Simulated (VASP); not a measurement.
**Al2O3: equation of state with PBE**

Al2O3:

```
Al O
1.0
     2.88432    0.00000    0.00000
    -1.44216    2.49790    0.00000
     0.00000    0.00000    9.33675
Al O
2 3
Direct
  0.00000 0.00000 0.85001
  0.00000 0.00000 0.14999
  0.33333 0.66667 0.77768
  0.66667 0.33333 0.00000
  0.33333 0.66667 0.22232
```

Measurements of this composition are mostly on another form, of space group No. 167.

| Property | Result |
| --- | --- |
| Program | VASP 6.6.1 |
| Task | equation of state |
| Functional | PBE |
| Potentials or basis | VASP PAW PBE potentials, release 64 (Al, O) |
| Cutoff | 520 eV |
| k mesh | 11 × 11 × 3 |
| Occupations | fermi-dirac, width 0.05 eV |
| Spin | no spin polarisation |
| Further INCAR settings | ALGO = Normal; EDIFF = 1e-07; NBANDS = 20 |

The equilibrium volume is 13.48 Å³/atom and the bulk modulus at fixed shape and positions is 141 GPa. The pressure derivative of the bulk modulus is 4.1.

Energy against volume, from the lowest point:
```csv
volume (Å³/atom),energy (meV/atom)
12.647,25.10
12.916,11.06
13.185,2.88
13.454,0.00
13.723,1.90
13.992,8.12
14.261,18.26
```

All runs of the series together: 4.2 min on 1 thread of Intel(R) Xeon(R) Platinum 8488C (Sapphire Rapids) (shared host).

Caveat: the cell was scaled at fixed shape and fractional positions, which overstates the stiffness of a crystal with free parameters, most of all of layers and chains.
